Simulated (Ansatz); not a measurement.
## How AlN answers to pressure

```cif
data_structure
_symmetry_space_group_name_H-M 'P6_3mc'
_symmetry_Int_Tables_number 186
_cell_length_a 3.1110
_cell_length_b 3.1110
_cell_length_c 4.9780
_cell_angle_alpha 90.000
_cell_angle_beta 90.000
_cell_angle_gamma 120.000
_cell_volume 41.72
loop_
_atom_site_label
_atom_site_type_symbol
_atom_site_symmetry_multiplicity
_atom_site_Wyckoff_symbol
_atom_site_fract_x
_atom_site_fract_y
_atom_site_fract_z
_atom_site_occupancy
Al1 Al 2 b 0.33333 0.66667 0.00000 1
N1 N 2 b 0.33333 0.66667 0.38500 1
```

The runs use the primitive cell with vectors (3.111, 0.000, 0.000), (-1.556, 2.694, 0.000), (0.000, 0.000, 4.978) Å, to which the k mesh refers.

The cell is COD entry 9008860, as deposited and not checked against the literature; nothing was relaxed.

Method: Ansatz 0.2.0, DFT, PBEsol, all-electron LAPW, scalar-relativistic.

Settings: a Γ-centred 11×11×6 k mesh, Fermi–Dirac smearing of 0.02 eV, basis error target 1 meV/atom, no spin polarisation.

The cell is scaled evenly with fractional coordinates held. Semilocal gaps are too small, but their slopes carry over better.

| V/V(cell) | P (GPa) | gap on the k mesh (eV) |
| --- | --- | --- |
| 0.9400 | 14.56 | 4.635 |
| 0.9800 | 4.68 | 4.262 |
| 1.0000 | 0.42 | 4.084 |
| 1.0100 | -1.56 | 3.998 |

(1) From the rows at 0.9800 and 1.0100, what is the bulk modulus at the cell's volume?

(2) What are the gap's volume deformation potential and pressure coefficient?

(3) Predict the row at V/V(cell) = 1.0400. How far is a linear estimate of P off?

Answers

(1) B = −ΔP/Δln V = −[(-1.56) − (4.68)]/0.03015 = 206.9 GPa.

(2) dEg/dln V = (3.998 − 4.262)/0.03015 = -8.76 eV, and dEg/dP = −(dEg/dln V)/B = 42 meV/GPa: pressure widens the gap.

(3) P = -6.94 GPa, gap 3.746 eV. The linear estimate P(cell) − B ln(V/V(cell)) = -7.69 GPa misses by 0.75 GPa, since the modulus falls on expansion.
